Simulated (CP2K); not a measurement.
## TaN in CP2K: the effect of functional

Crystal: TaN.

```
Ta N
1.0
     5.19600    0.00000    0.00000
    -2.59800    4.49987    0.00000
     0.00000    0.00000    2.91100
Ta N
3 3
Direct
  0.00000 0.00000 0.00000
  0.66667 0.33333 0.50000
  0.33333 0.66667 0.50000
  0.00000 0.39285 0.00000
  0.60715 0.60715 0.00000
  0.39285 0.00000 0.00000
```

Alike in all runs:

- Program: CP2K 2026.2
- Task: single point
- Potentials or basis: POTENTIAL_UZH Ta GTH-PBE-q13, N GTH-PBE-q5; DZVP-MOLOPT-PBE-GTH basis
- Density cutoff: 9184 eV
- k mesh: 6 × 6 × 9
- Occupations: fermi-dirac, width 0.05 eV
- Spin: no spin polarisation

| functional | pressure (GPa) | largest force (eV/Å) |
| --- | --- | --- |
| PBE | ? | ? |
| LDA | -8.3 | 0.03 |
| PBEsol | -5.2 | 0.05 |
| vdW-DF2 | 17.9 | 0.02 |
| optB88-vdW | 2.5 | 0.01 |
| PW91 | 1.7 | 0.02 |
| TPSS | 1.2 | 0.17 |

**Question.** What does the run with functional PBE give?

**Answer.** Pressure 1.3 GPa; largest force 0.04 eV/Å.

Caveats: the basis of atomic orbitals isn't converged, which shifts pressures, moduli and gaps; the potentials were made for another functional, which shifts forces and pressure (some runs).
